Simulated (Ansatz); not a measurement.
Input and command of a plane-wave DFT calculation in Ansatz:

```yaml
crystal:
  lattice:
    - [3.9230768519, 0.0, 0.0]
    - [-1.9615384259, 3.3974842147, 0.0]
    - [0.0, 0.0, 4.9177781892]
  atoms:
    - { symbol: Al, position: [0.0, 0.0, 0.0] }
    - { symbol: Al, position: [0.3333333333, 0.6666666667, 0.6478902091] }
    - { symbol: Al, position: [0.6666666667, 0.3333333333, 0.3521097909] }
    - { symbol: Ni, position: [0.3333333333, 0.6666666667, 0.1462547282] }
    - { symbol: Ni, position: [0.6666666667, 0.3333333333, 0.8537452718] }
basis:
  ecutwfc: 420
kpoints:
  mp_grid: { grid: [12, 12, 8] }
hamiltonian:
  xc: pbesol
scf:
  occupations: { method: gaussian, width: 0.1 }
output:
  forces: true
  stress: true
  eigenvalues: true
relax:
  adjacent_minimum: "off"
  f_tol: 0.008
  max_steps: 40
  cell: { stress_tol: 0.015, fix: [a, b, gamma] }
```

```bash
ansatz run input.yaml --threads 1 --pin off --max-ram 2560MiB --backend cpu --events-out ev --progress --plain --runs-dir out
```

Processor: Intel(R) Xeon(R) 6975P-C (Granite Rapids), 1 thread, on a host shared with other jobs.

Q: How long does it run, and how much memory does it take?

A: About 26 s on 1 thread of Intel(R) Xeon(R) 6975P-C (Granite Rapids), on a shared host, peak memory 0.53 GiB. It solves 28 bands at 131 k points (the mesh reduced by symmetry) with about 1277 plane waves (on the last cell), in 29 SCF iterations over 4 ionic steps.
